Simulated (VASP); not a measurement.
Write the native input for VASP 6.6.1 that does the following.

| Quantity | Value |
| --- | --- |
| Task | single point |
| Functional | PBEsol |
| Potentials or basis | VASP PAW PBE potentials, release 64 (I) |
| Cutoff | 520 eV |
| k mesh | 7 × 7 × 3 |
| Occupations | fermi-dirac, width 0.05 eV |
| Spin | no spin polarisation |
| Ladder | free |
| Further INCAR settings | ALGO = Normal; EDIFF = 1e-07; NBANDS = 22 |

The structure of I lies in POSCAR:

```
I
1.0
    3.6350350000     -2.3950200000      0.0000000000
    3.6350350000      2.3950200000      0.0000000000
    0.0000000000      0.0000000000      9.7934400000
I
4
Direct
    0.6534940000      0.3467530000      0.3829530000
    0.1523430000      0.8403500000      0.1136140000
    0.3667450000      0.6451680000      0.6154720000
    0.8462630000      0.1537000000      0.8821900000
```

The cell isn't the ideal one: atoms moved at random, drawn with an rms of 0.05 Å.

These files were run (other wordings do the same):

INCAR

```
SYSTEM = I
  ALGO = Normal
  EDIFF = 1E-7
  ENCUT = 520
  GGA = PS
  ISIF = 2
  ISMEAR = -1
  LASPH = .True.
  LCHARG = .False.
  LREAL = .False.
  LWAVE = .False.
  NBANDS = 22
  NELM = 100
  PREC = Accurate
  SIGMA = 0.05
```

KPOINTS

```
k-points
0
Gamma
  7 7 3
  0 0 0
```

Potentials or basis: VASP PAW PBE potentials, release 64 (I).

Command:

```bash
$ cat potpaw_PBE.64/I/POTCAR > POTCAR
$ mpirun -np 1 vasp_std > vasp.out
```

Results of the run:

```
Pressure               : -0.1 GPa
Largest force          : 0.825 eV/Å
Band gap on the k mesh : 1.25 eV, indirect (least direct gap 1.34 eV)
```

Caveat: the PAW data sets were made with another functional, which shifts forces and pressure a little; spin-orbit coupling is left out, which moves the levels of the heavy elements; an odd mesh through Γ misses points on the zone boundary, where band edges often lie.

Run time: 9.6 min on 1 thread of AMD EPYC 7R43 64-Core Processor (Zen 3), on a shared host, peak memory 0.35 GiB.
